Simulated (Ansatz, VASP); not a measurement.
Ba in VASP and in Ansatz

```
Ba
1.0
    -2.45533    2.45533    2.45533
     2.45533   -2.45533    2.45533
     2.45533    2.45533   -2.45533
Ba
1
Direct
  0.00000 0.00000 0.00000
```

Change from the starting cell: volume scaled by 0.94.

Alike in both runs: task single point; functional PBE; k mesh 8 × 8 × 8; occupations fermi-dirac, width 0.05 eV; no spin polarisation.

```csv
,VASP,Ansatz
version,VASP 6.6.1,Ansatz 0.2.0
potentials or method,"VASP PAW PBE potentials, release 64 (Ba_sv)",Ansatz PAW
plane-wave cutoff (eV),520,420
valence electrons in the cell,10,10
```

```csv
,VASP,Ansatz,Ansatz less VASP
gap on the k mesh at the Fermi level (eV),none,none,-
pressure (GPa),0.7,0.6,-0.07
```

A gap of «none» marks a metal or a gap that the smearing closes.

Spin-orbit coupling is left out, which matters for the levels of Ba.
